At the bottom of a valley, a small step sideways raises the height in proportion to the square of the step, while the slope under the foot changes in proportion to the step itself. If the step is made ten times smaller, the error in height falls a hundredfold and the error in slope only tenfold. The ground-state energy in density-functional theory is such a valley bottom, whereas pressure, forces and the band gap are not minimised. A calculation that is stopped early can therefore have a good energy while these other results are still poor.

What stops the calculation is a threshold, the sweep value of the table. The program guesses an electron density, builds the potential from it, solves for the orbitals and obtains a new density, and it repeats this until the density changes by less than the threshold. In the table only this threshold moves, for one fixed cell of rutile TiO2 treated with a semilocal functional. Differences between rows therefore come from the stopping rule, because basis, mesh and smearing are the same throughout.

DFTK 0.8.2 with PBEsol, no spin polarisation, for a fixed 6-atom cell of rutile TiO2; PseudoDojo 0.4 stringent scalar-relativistic pseudopotentials, 1251.72 eV plane-wave cutoff, 3×3×4 k mesh, Fermi–Dirac smearing of 0.02 eV. The sweep value is the self-consistency tolerance; energies are free energies relative to the tightest run.

```tsv
sweep value	energy less tightest (meV/atom)	pressure (GPa)	gap (eV)	largest force (eV/Å)	scf iterations
0.1	30.85	2.677	1.567	0.566	7
0.01	0.33	-0.593	1.810	0.142	8
0.001	0.00	-3.028	1.842	0.075	11
0.0001	0.00	-3.089	1.840	0.076	15
1e-5	0.00	-3.086	1.841	0.076	16
1e-6	0.00	-3.083	1.841	0.076	20
1e-8	0.00	-3.083	1.841	0.076	27
```

The failure to look for is in the row with threshold 0.01. Its energy lies only 0.33 meV/atom above that of the tightest run, which would satisfy most demands on an energy. Its pressure, however, is −0.59 GPa where the tightest run gives −3.08 GPa, and its largest force is nearly twice the final one. Judged by energy alone, this run is finished; judged by pressure, it gives only a fifth of the final value.

At the loosest threshold, 0.1, the damage is plainer. The pressure there is +2.68 GPa, so the cell seems to push outwards, while the tightest run says that it pulls inwards. An optimiser that trusted this value would begin by changing the volume in the wrong direction. The change of sign down the column belongs to the unfinished calculation and not to the material.

The argument can be put into two lines. Let $x$ measure how far the density and orbitals still are from self-consistency, let $E$ be the energy, and let $A$ stand for pressure, force or gap. Near the solution, marked by the subscript 0,

$$E \approx E_0 + c\,x^2, \qquad A \approx A_0 + a\,x ,$$

with constants $c$ and $a$. The energy has no linear term because it is a minimum, and $c$ is positive for the same reason. In the limit of small $x$ the energy error vanishes faster than any of the others, so the closer a run comes to the solution, the more its energy flatters the rest.

That pressure and force belong to the second kind may seem odd, since both are derivatives of the energy. The program obtains them as if the atoms moved, or the cell were strained, without any readjustment of the electrons; in a strained cell the orbitals are merely stretched along with it. This shortcut is exact at self-consistency, where a small readjustment of the electrons would not alter the energy. Away from it, the neglected readjustment does alter the energy, by an amount proportional to $x$, and that amount goes straight into the pressure and the force.

The gap is linear for a more direct reason. Band energies are the levels of electrons in the current potential, and the potential is built from the current density. An error in the density thus shifts the levels in proportion, and the gap keeps whatever part of the shift differs between the filled and the empty band edge. At threshold 0.01 the gap is about 0.03 eV too small.

To turn this into a forecast, suppose that $x$ is proportional to the threshold. The loosest row, which lies 30.85 meV/atom above the tightest, serves as the anchor. A threshold ten times smaller should divide this error by $10^2$, which gives $30.85/100 \approx 0.31$ meV/atom. The calculation gives 0.33 in a row that played no part in setting the model, whereas an error linear in the threshold would have been 3.1.

The same anchor, now with a linear rule, gives fair forecasts for gap and force at 0.01. The gap error should be −0.027 eV and is −0.031 eV; the error in the largest force should be 0.05 eV/Å and is 0.07 eV/Å, provided that the force points the same way in the loose and tight runs, which its size alone cannot show. The closeness of the energy forecast is partly luck, since the two loosest runs are a single iteration apart and each may stop anywhere below its threshold. The contrast in rates depends less on that luck: between these runs the energy error falls about ninetyfold, the gap error about ninefold and the force error about sevenfold, so the energy improves roughly as the square of the other two. That the minimum property of the energy is the cause comes from theory, and the agreement supports it without being a separate proof. The output printed after this text sets the errors beside the forecasts for every row.

Pressure is where the simple model first breaks down. Its error at 0.01 is about four times the linear forecast, yet at 0.001 forecast and calculation agree again, so the average over both steps looks linear although neither step is. A possible reason, untested here, is that a loose run also leaves the orbitals roughly solved, and that pressure is especially sensitive to their short-wavelength parts through the kinetic energy. Whatever the reason, the pressure is the result whose error the forecast misses most at threshold 0.01.

The deeper limit of the model is that the threshold is not the error. It bounds the last change of the density, and a run stops at the first whole iteration that meets the bound. Moreover, a single result such as the gap sees only one aspect of the density error, whose shape changes as the iterations proceed. This can explain why the gap, too small at 0.01, is very slightly too large at 0.001, and why the largest force, too large at 0.01, is very slightly too small at 0.001; the linear rule foresees neither change of sign. The proportional rule is a guide to orders of magnitude, not a correction to be applied to a loose result.

The fault is hard to see within a single row. Each run reported convergence, which means only that it met its own threshold. The wrong pressure at 0.01 even looks better than the right one, because a value near zero suggests a cell close to its equilibrium volume. Neither the message of the program nor the plausibility of the result gives a warning.

One further tightening does give it. Between 0.01 and 0.001 the energy moves by only 0.3 meV/atom, but the pressure moves by 2.4 GPa, at the price of three more iterations. The next tightening shifts the pressure by a mere 0.06 GPa, and from there on it is settled for ordinary purposes. The test should be made on the quantity that will be used, since the same comparison made on the energy would have passed the run at 0.01.

What such an error means in practice can be estimated from the stiffness of the crystal. A pressure error divided by the bulk modulus gives the relative error in volume. With a modulus of very roughly 210 GPa for rutile, the error of 2.49 GPa at threshold 0.01 corresponds to $2.49/210 \approx 0.012$, or about one per cent of the volume. That is comparable with the differences in volume for which one functional is preferred to another, so a careless threshold could be mistaken for a property of the functional.

A tight threshold removes only this one error. The gap settles at 1.84 eV, while experiment finds roughly 3 eV; semilocal functionals are known to give gaps that are too small, and more iterations only reproduce that value more exactly. The pressure of −3.08 GPa likewise remains, because the cell was held fixed and not relaxed at these settings. How much of it is due to cutoff and mesh is not tested by this sweep. The threshold decides how faithfully the equations are solved, and the energy is the most lenient judge of that.

Printed output of the fit:

```
Errors against the tightest run:
     row  energy meV/atom  pressure GPa     gap eV  largest force eV/A
     0.1            30.85          5.76    -0.2732              0.4902
    0.01            0.327          2.49   -0.03105             0.06643
   0.001            0.002         0.055   0.001391           -0.000911
  0.0001                0        -0.006  -0.000159            -0.00011
    1e-5                0        -0.003      2e-05            -7.9e-05
    1e-6                0             0     -1e-06                   0
    1e-8                0             0          0                   0
Errors predicted from the loosest row:
     row  energy meV/atom  pressure GPa      gap eV  largest force eV/A
     0.1            30.85          5.76     -0.2732              0.4902
    0.01           0.3085         0.576    -0.02732             0.04902
   0.001         0.003085        0.0576   -0.002732            0.004902
  0.0001        3.085e-05       0.00576  -0.0002732           0.0004902
    1e-5        3.085e-07      0.000576  -2.732e-05           4.902e-05
    1e-6        3.085e-09      5.76e-05  -2.732e-06           4.902e-06
    1e-8        3.085e-13      5.76e-07  -2.732e-08           4.902e-08
Energy error at 0.01 if it were linear in the threshold, meV/atom: 3.085
Pressure error at 0.01 over its linear prediction, ratio: 4.323
Fall of energy error from 0.1 to 0.01, factor: 94.35
Fall of pressure error from 0.1 to 0.01, factor: 2.313
Fall of gap error from 0.1 to 0.01, factor: 8.801
Fall of force error from 0.1 to 0.01, factor: 7.379
Mean power of threshold from 0.1 to 0.001, energy error: 2.094
Same power if rounding adds 0.001 meV/atom to the energy error at 0.001: 2.006
Mean power of threshold from 0.1 to 0.001, pressure error: 1.01
Mean power of threshold from 0.1 to 0.001, gap error: 1.147
Mean power of threshold from 0.1 to 0.001, force error: 1.365
Pressure at 0.01 as share of the tightest value, percent: 19.23
Largest force at 0.01 over the tightest value, ratio: 1.875
Volume error from the pressure error at 0.01 with a rough recalled bulk modulus of 210 GPa, percent: 1.186
Energy change from 0.01 to 0.001, meV/atom: -0.325
Pressure change from 0.01 to 0.001, GPa: -2.435
Pressure change from 0.001 to 0.0001, GPa: -0.061
Extra iterations from 0.01 to 0.001: 3
```
